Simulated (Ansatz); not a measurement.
# Transmission past a defect: (4,1) C nanotube, vacancy of one C

Wanted: the relaxed defect and the transmission past it, beside the channels of the perfect wire.

Method: DFT PBE, plane waves, PAW; relaxation of a wire's period, in the first sound run; inputs show where later runs differ, in Ansatz 0.2.0.

Report form: the programs' logs are mostly left out.

### 1. The starting structure

The cell holds 28 atoms: 28 C. Its edges and angles: a = 10.388 Å, b = 10.378 Å, c = 6.507 Å, α = 90.0°, β = 90.0°, γ = 90.0°. Vacuum lies along a and b. The structure's axis is c.

### 2. Relaxation of atoms and period

Band widths follow the bond lengths, so the wire is relaxed first. The atoms and the third cell vector are free; the box across stays fixed as vacuum. A Fermi-Dirac smearing is set since the result may be a metal. The pressure printed is a third of the stress's trace over the whole box, vacuum included; only the stress along the axis is relaxed.

The input, input.yaml:

```yaml
crystal:
  lattice:
    - [10.388, 0.0, 0.0]
    - [0.0, 10.378, 0.0]
    - [0.0, 0.0, 6.5072574868]
  atoms:
    - { symbol: C, position: [0.41364168, 0.64967209, 0.0] }
    - { symbol: C, position: [0.672664525, 0.499981081, 0.0] }
    - { symbol: C, position: [0.334972504, 0.449033153, 0.071428571] }
    - { symbol: C, position: [0.538407965, 0.668495702, 0.071428571] }
    - { symbol: C, position: [0.344401615, 0.574977143, 0.142857143] }
    - { symbol: C, position: [0.512887162, 0.327616111, 0.142857143] }
    - { symbol: C, position: [0.392317227, 0.364842847, 0.214285714] }
    - { symbol: C, position: [0.670735811, 0.47421938, 0.214285714] }
[... 16 atom lines left out ...]
    - { symbol: C, position: [0.344401615, 0.424985019, 0.857142857] }
    - { symbol: C, position: [0.642659107, 0.402612173, 0.857142857] }
    - { symbol: C, position: [0.538407965, 0.33146646, 0.928571429] }
    - { symbol: C, position: [0.626567416, 0.617547775, 0.928571429] }
kpoints:
  mp_grid: { grid: [1, 1, 13] }
scf:
  occupations: { method: fermi_dirac, width: 0.05 }
hamiltonian:
  xc: pbe
relax:
  cell: { fix: [a, b, alpha, beta, gamma] }
  max_steps: 60
```

Started as:

```sh
$ ansatz run input.yaml --threads 8 --pin off --max-ram 16384MiB --backend cpu --events-out ev --progress --plain --runs-dir out
```

Wall time 27 s (8 threads of Arm Neoverse V2, shared host); peak memory 1.9 GiB.

Step by step:

```csv
step,energy less that of the first step (eV),largest force component (eV/Å),pressure (GPa),volume (Å³)
1,0.0000,1.5694,6.93,701.53
2,-1.6599,0.8832,2.43,700.34
3,-1.9793,0.3197,0.26,700.77
4,-2.0014,0.0601,0.04,700.99
5,-2.0023,0.0023,-0.01,700.83
6*,-2.0014,0.0023,-0.01,700.83
```

Relaxation steps marked * repeat the geometry before them on a plane-wave basis chosen anew for their cell, so energy and pressure can jump there.

Forces are held to the 2 operations that the run works with; a distortion that breaks them can't arise in this run.

```
cell as run  before  after  change
      c (Å)   6.507  6.501  -0.1 %
```

The atoms that moved most (Å, along periodic axes as changes of fractional coordinates times the final cell, across vacuum about the mean position):

```
atom      dx      dy      dz  length
  C9   0.033   0.083  -0.008   0.090
 C24  -0.033  -0.083  -0.008   0.090
 C17  -0.020  -0.087   0.008   0.090
  C4   0.020   0.087   0.008   0.090
 C12   0.081   0.039   0.008   0.090
 C25  -0.081  -0.039   0.008   0.090
 C23  -0.056   0.070   0.008   0.090
 C10   0.056  -0.070   0.008   0.090
```

Numbers from this step:

```yaml
energy_at_zero_smearing: -7009.8310 eV
cell_length_along_the_wire: 6.501 Å
```

The cell's length comes to 6.501 Å with spin left out.

### 3. The perfect wire

This step: DFT PBE, plane waves, PAW; channels and complex bands of a perfect wire (Ansatz 0.2.0).

At the relaxed period the Bloch states of the perfect wire are found at each energy: those that move forward count the open channels, and those that decay describe how a disturbance dies away inside the wire itself. An energy step of 0.035 eV is under the 0.039 eV that the program asks for its thermal average at 300 K.

The input, input.yaml:

```yaml
crystal:
  lattice:
    - [10.388, 0.0, 0.0]
    - [0.0, 10.378, 0.0]
    - [0.0, 0.0, 6.5008324061]
  atoms:
    - { symbol: C, position: [0.409339536, 0.657144124, 0.99876104] }
    - { symbol: C, position: [0.68127666, 0.49998149, 0.001232435] }
    - { symbol: C, position: [0.326738777, 0.446493998, 0.070193176] }
    - { symbol: C, position: [0.54032908, 0.676905041, 0.072662977] }
    - { symbol: C, position: [0.336642381, 0.578721069, 0.144095224] }
    - { symbol: C, position: [0.513524566, 0.319014889, 0.141623908] }
    - { symbol: C, position: [0.386946278, 0.358100105, 0.215527682] }
    - { symbol: C, position: [0.679248838, 0.472922575, 0.213052982] }
[... 16 atom lines left out ...]
    - { symbol: C, position: [0.336642004, 0.42123298, 0.858381525] }
    - { symbol: C, position: [0.649768259, 0.39774047, 0.855901481] }
    - { symbol: C, position: [0.540330931, 0.323060489, 0.929804982] }
    - { symbol: C, position: [0.632889065, 0.623406711, 0.927328618] }
kpoints:
  mp_grid: { grid: [1, 1, 13] }
scf:
  occupations: { method: fermi_dirac, width: 0.05 }
hamiltonian:
  xc: pbe
output:
  transmission:
    e_range: [-1.26, 1.26]
    de: 0.035
    kmesh: [1, 1]
    reduced_basis: true
    leads: [[0, 0]]
basis:
  ecutwfc: "350 eV"
```

It took 6.1 min on 8 threads; peak memory 9.7 GiB.

Numbers from this step:

* energy at zero smearing: -7009.0945 eV
* channels at the energy nearest the Fermi level, one spin: 4
* conductance of the lead as this run defines it: 4.000 G₀
* band gap: 0 eV

The open channels of the lead, one spin by energy, zero at the Fermi level:

energy (eV), open channels of the lead, one spin and a bar from the least value:
```
   -1.190       2.00 
   -1.085       2.00 
   -1.015       2.00 
   -0.910       2.00 
   -0.805       2.00 
   -0.700       2.00 
   -0.595       2.00 
   -0.490       4.00 ##############################
   -0.385       4.00 ##############################
   -0.315       4.00 ##############################
   -0.210       4.00 ##############################
   -0.105       4.00 ##############################
    0.000       4.00 ##############################
    0.105       4.00 ##############################
    0.210       4.00 ##############################
    0.315       4.00 ##############################
    0.385       4.00 ##############################
    0.490       2.00 
    0.595       2.00 
    0.700       2.00 
    0.805       2.00 
    0.910       2.00 
    1.015       4.00 ##############################
    1.085       4.00 ##############################
    1.190       4.00 ##############################
```

The slowest values at each energy, most degenerate partners merged, listed up to 1.5 1/Å. Im kz of the slowest decaying states against energy, zero at the Fermi level:

```
energy (eV)  decay 1 (Å⁻¹)  decay 2 (Å⁻¹)  decay 3 (Å⁻¹)  decay 4 (Å⁻¹)
     -1.190         0.0812          0.159          0.333          0.423
     -1.085         0.0861          0.214          0.343          0.427
     -1.015         0.0872          0.241          0.349          0.430
     -0.910         0.0858          0.273          0.357          0.435
     -0.805         0.0805          0.298          0.365          0.439
     -0.700         0.0703          0.319          0.373          0.442
     -0.595         0.0523          0.336          0.380          0.446
     -0.490          0.350          0.386          0.449          0.490
     -0.385          0.361          0.392          0.453          0.492
     -0.315          0.368          0.396          0.455          0.492
     -0.210          0.376          0.401          0.457          0.493
     -0.105          0.382          0.406          0.460          0.494
      0.000          0.387          0.411          0.463          0.495
      0.105          0.390          0.416          0.465          0.495
      0.210          0.392          0.420          0.467          0.496
      0.315          0.393          0.423          0.469          0.496
      0.385          0.393          0.426          0.470          0.496
      0.490         0.0430          0.392          0.429          0.472
      0.595         0.0608          0.390          0.432          0.473
      0.700         0.0665          0.387          0.434          0.475
      0.805         0.0634          0.383          0.437          0.476
      0.910         0.0495          0.378          0.439          0.477
      1.015          0.372          0.440          0.478          0.495
      1.085          0.367          0.441          0.478          0.494
      1.190          0.360          0.442          0.479          0.494
```

By hand: the program gives 2.8748 × 10^14 S/m² over the cell's cross-section of 107.81 Å² = 1.078 × 10^-18 m², so one cell conducts 3.099 × 10^-4 S. Divided by G0 = 2e²/h = 7.748 × 10^-5 S this is 4.00 G0, a resistance of 3.23 kΩ.

At the computed energy nearest the Fermi level there are 4 channels a spin, and the thermal average gives 4.00 G₀.

### 4. Relaxing the junction

This step: DFT PBE, plane waves, PAW; relaxation of a junction in a wire, ends held (Ansatz 0.2.0).

System of this step: (4,1) C nanotube, vacancy of one C. The cell holds 111 atoms: 111 C. Cell: a = 10.388 Å, b = 10.378 Å, c = 26.003 Å, α = 90.0°, β = 90.0°, γ = 90.0°. Regions: held atoms, 56 atoms (56 C); free atoms, 55 atoms (55 C). Vacuum lies along a and b. The structure's axis is c.

55 atoms at the defect are free to relax, while 56 stay where the perfect wire has them, so that the ends still repeat as a lead. The cutoff is set under the files' recommended one to save time.

The input, input.yaml:

```yaml
crystal:
  lattice:
    - [10.388, 0.0, 0.0]
    - [0.0, 10.378, 0.0]
    - [0.0, 0.0, 26.0033296244]
  atoms:
    - { symbol: C, position: [0.409339536, 0.657144124, 0.99969026] }
    - { symbol: C, position: [0.68127666, 0.49998149, 0.000308109] }
    - { symbol: C, position: [0.326738777, 0.446493998, 0.017548294] }
    - { symbol: C, position: [0.54032908, 0.676905041, 0.018165744] }
    - { symbol: C, position: [0.336642381, 0.578721069, 0.036023806] }
    - { symbol: C, position: [0.513524566, 0.319014889, 0.035405977] }
    - { symbol: C, position: [0.386946278, 0.358100105, 0.05388192] }
    - { symbol: C, position: [0.679248838, 0.472922575, 0.053263245] }
    - { symbol: C, position: [0.566235131, 0.668904862, 0.071119234] }
    - { symbol: C, position: [0.613024505, 0.358102662, 0.071739259] }
    - { symbol: C, position: [0.350196998, 0.602221692, 0.08897537] }
    - { symbol: C, position: [0.663323253, 0.578729182, 0.089595381] }
    - { symbol: C, position: [0.367076192, 0.376555451, 0.106832154] }
    - { symbol: C, position: [0.459634326, 0.676901673, 0.107451245] }
    - { symbol: C, position: [0.318688597, 0.499980671, 0.125308109] }
    - { symbol: C, position: [0.590625721, 0.342818038, 0.12469026] }
    - { symbol: C, position: [0.459636176, 0.323057121, 0.143165744] }
    - { symbol: C, position: [0.67322648, 0.553468164, 0.142548294] }
    - { symbol: C, position: [0.48644069, 0.680947273, 0.160405977] }
    - { symbol: C, position: [0.663322875, 0.421241093, 0.161023806] }
    - { symbol: C, position: [0.320716419, 0.527039587, 0.178263245] }
    - { symbol: C, position: [0.613018979, 0.641862056, 0.17888192] }
    - { symbol: C, position: [0.386940751, 0.6418595, 0.196739259] }
    - { symbol: C, position: [0.433730126, 0.3310573, 0.196119234] }
    - { symbol: C, position: [0.336642004, 0.42123298, 0.214595381] }
    - { symbol: C, position: [0.649768259, 0.39774047, 0.21397537] }
    - { symbol: C, position: [0.540330931, 0.323060489, 0.232451245] }
    - { symbol: C, position: [0.632889065, 0.623406711, 0.231832154] }
    - { symbol: C, position: [0.409339536, 0.657144124, 0.24969026] }
    - { symbol: C, position: [0.684164607, 0.504799374, 0.250308109], spin: 0.6 }
[... 75 atom lines left out ...]
    - { symbol: C, position: [0.386940751, 0.6418595, 0.946739259] }
    - { symbol: C, position: [0.433730126, 0.3310573, 0.946119234] }
    - { symbol: C, position: [0.336642004, 0.42123298, 0.964595381] }
    - { symbol: C, position: [0.649768259, 0.39774047, 0.96397537] }
    - { symbol: C, position: [0.540330931, 0.323060489, 0.982451245] }
    - { symbol: C, position: [0.632889065, 0.623406711, 0.981832154] }
magnetization:
  spin_polarized: true
kpoints:
  mp_grid: { grid: [1, 1, 1] }
scf:
  occupations: { method: fermi_dirac, width: 0.1 }
hamiltonian:
  xc: pbe
relax:
  constraints:
    - { sites: [0, 1, 2, 3, 4, 5, 6, 7, 8, 9, 10, 11, 12, 13, 14, 15, 16, 17, 18, 19, 20, 21, 22, 23, 24, 25, 26, 27, 83, 84, 85, 86, 87, 88, 89, 90, 91, 92, 93, 94, 95, 96, 97, 98, 99, 100, 101, 102, 103, 104, 105, 106, 107, 108, 109, 110] }
  f_tol: 0.06
  max_steps: 35
basis:
  ecutwfc: "350 eV"
```

Wall time 3 min (8 threads); peak memory 3.7 GiB; 24 min of CPU time.

Step by step:

```csv
step,energy less that of the first step (eV),largest force component (eV/Å)
1,0.0000,1.5909
2,-0.3546,1.4108
3,-0.6110,0.5574
4,-0.7553,0.7749
5,-0.8494,0.5272
6,-0.8879,0.5339
7,-0.9137,0.2236
8,-0.9239,0.1245
9,-0.9253,0.1637
10,-0.9264,0.0253
11,-0.9264,0.0254
```

The atoms that moved most (Å):

```csv
atom,dx,dy,dz,length
C37,-0.170,-0.766,0.049,0.786
C45,-0.048,-0.415,-0.268,0.496
C39,-0.109,-0.326,-0.324,0.473
C43,-0.120,-0.441,0.003,0.457
C49,0.018,-0.359,-0.198,0.411
C47,-0.015,-0.379,-0.098,0.392
C55,0.031,-0.292,-0.151,0.330
C53,0.002,-0.286,-0.079,0.297
```

This step gave:

```yaml
energy_at_zero_smearing: -27780.4079 eV
total_moment: 0.9491 μB
absolute_moment: 1.356 μB
```

Site moment by element, in μB:

```
element  atoms   mean  spread (r.m.s.)   least  largest
      C    111  0.003            0.025  -0.009    0.257
```

The atoms farthest from the mean of their element:

```csv
atom,"x, y, z (Å)",site moment (μB)
C37,"6.20, 2.95, 8.42",0.257
C35,"3.99, 3.70, 7.88",0.036
C44,"4.64, 3.22, 10.22",0.027
C43,"6.02, 3.12, 9.75",-0.009
C40,"3.76, 3.85, 9.27",-0.008
C47,"6.88, 3.99, 10.59",0.014
C34,"5.26, 3.15, 7.41",-0.005
C27,"5.61, 3.35, 6.04",0.011
```

The largest force component on a free atom ends at 0.025 eV/Å, under the limit of 0.06.  4 atoms of the wire itself, hydrogen apart, moved by over 0.45 Å, up to 0.79 Å.

[end of part 1 of 3]

[Logs are printed without paths, hosts, clocks, repeated set-up lines and the standing remarks that a program may print on its own settings, such as how far it seeks lower states.]

[Hosts, paths, dates, database ids (printed as entryN), source tags and the programs' standing remarks are cut or masked in the printed files.]
